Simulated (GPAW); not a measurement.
The system is Ni3Ge.

```
CELL_PARAMETERS angstrom
3.53033 0.00000 0.00000
0.00000 3.53033 0.00000
0.00000 0.00000 3.53033
ATOMIC_POSITIONS crystal
Ge 0.00000 0.00000 0.00000
Ni 0.50000 0.50000 0.00000
Ni 0.00000 0.50000 0.50000
Ni 0.50000 0.00000 0.50000
```

The cell comes from a database or a generator and needn't be the stable form of this composition.

- Program: GPAW 26.7.0
- Task: relaxation of cell and atoms
- Functional: PBEsol
- Dispersion: D3
- Potentials or basis: PAW data sets generated in the run's folder for this functional
- Cutoff: 600 eV
- Basis: pw
- k mesh: 6 × 6 × 6
- Occupations: fermi-dirac, width 0.05 eV
- Spin: collinear spin, ferromagnetic start
- Starting moments: [0.0, 1.0, 1.0, 1.0] μB

At the start: pressure -5.1 GPa; volume 11.00 Å³/atom.

Task: How do energy, volume and symmetry change on relaxing?

Result: Over 3 steps the energy falls by 4.1 meV/atom and the volume is 10.74 Å³/atom (-2.4 %); space group Pm-3m (No. 221, to 0.05 Å); moment 0.00 μB per cell.

Step by step:
```tsv
step	energy change (eV)	largest force (eV/Å)	pressure (GPa)	volume (Å³)
1	0.0000	0.0000	-5.14	44.00
2	-0.0049	0.0000	-4.34	43.83
3	-0.0164	0.0000	0.17	42.96
```

Final structure:
```
CELL_PARAMETERS angstrom
3.50240 0.00000 0.00000
0.00000 3.50240 0.00000
0.00000 0.00000 3.50240
ATOMIC_POSITIONS crystal
Ge 0.00000 0.00000 0.00000
Ni 0.50000 0.50000 0.00000
Ni 0.00000 0.50000 0.50000
Ni 0.50000 0.00000 0.50000
```

Caveat: each step starts from the last one's moments, so a moment once lost doesn't come back; the stock nickel data set gives pressures a few GPa off other programs; later steps reuse the first step's grids; pairwise dispersion overbinds metals, which lowers pressure and volume.
